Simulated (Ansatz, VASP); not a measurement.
## One calculation of SrO, two programs

File INCAR:

```
  PREC = Accurate
  ENCUT = 520
  EDIFF = 1E-6
  ISMEAR = -1
  SIGMA = 0.02
  LREAL = False
  LASPH = True
  NELM = 80
  ALGO = Normal
  ISIF = 2
  LWAVE = False
  LCHARG = True
  GGA = PE
  LELF = True
  LVHAR = True
  NBANDS = 15
```

The input KPOINTS:

```
Automatic mesh
0
Gamma
  8 8 8
```

Contents of POSCAR:

```
SrO
1.0
   -0.2032193739      2.7387273788      2.7387273788
    2.7387273788     -0.2032193739      2.7387273788
    2.7387273788      2.7387273788     -0.2032193739
Sr O
1 1
Direct
   -0.0066524534     -0.0066524534     -0.0066524534
    0.2566524534      0.2566524534      0.2566524534
```

Input for Ansatz:

```yaml
crystal:
  lattice:
    - [-0.2032193739, 2.7387273788, 2.7387273788]
    - [2.7387273788, -0.2032193739, 2.7387273788]
    - [2.7387273788, 2.7387273788, -0.2032193739]
  atoms:
    - { symbol: Sr, position: [-0.0066524534, -0.0066524534, -0.0066524534] }
    - { symbol: O, position: [0.2566524534, 0.2566524534, 0.2566524534] }
kpoints:
  mp_grid: { grid: [8, 8, 8] }
  band_path:
    path:
      - [0.0, 0.0, 0.0]
      - [-0.5, -0.5, 0.0]
      - [-0.375, -0.375, 0.25]
      - [-0.375, 0.0, 0.375]
      - [0.0, 0.0, 0.5]
      - [-0.5, -0.25, 0.25]
    npoints: 1
hamiltonian:
  xc: pbe
scf:
  occupations: { method: fermi_dirac, width: 0.02 }
  n_extra_bands: 4
output:
  forces: true
  stress: true
  eigenvalues: true
```

Change from the starting cell: epitaxial_111 strain +5.4%.

Alike in both runs: task single point; functional PBE; k mesh 8 × 8 × 8; occupations fermi-dirac, width 0.02 eV; no spin polarisation.

|  | VASP | Ansatz |
| --- | --- | --- |
| version | VASP 6.6.1 | Ansatz 0.2.0 |
| potentials or method | VASP PAW PBE potentials, release 64 (Sr_sv, O) | plane waves, PAW |
| plane-wave cutoff (eV) | 520 | 420 |
| valence electrons in the cell | 16 | 16 |

```tsv
	VASP	Ansatz	Ansatz less VASP
gap on the k mesh at the Fermi level (eV)	2.38	2.37	-0.004
pressure (GPa)	-1.9	-2.2	-0.37
largest component of the traceless stress (GPa)	1.61	1.59	-0.022
rms of the force components (eV/Å)	0.000	0.012	+0.0116
```

Atom by atom the forces differ by 0.012 eV/Å (rms over components). The functional is the same, so the differences come from potentials, cutoffs and numerics.

A k mesh can miss the band edges.
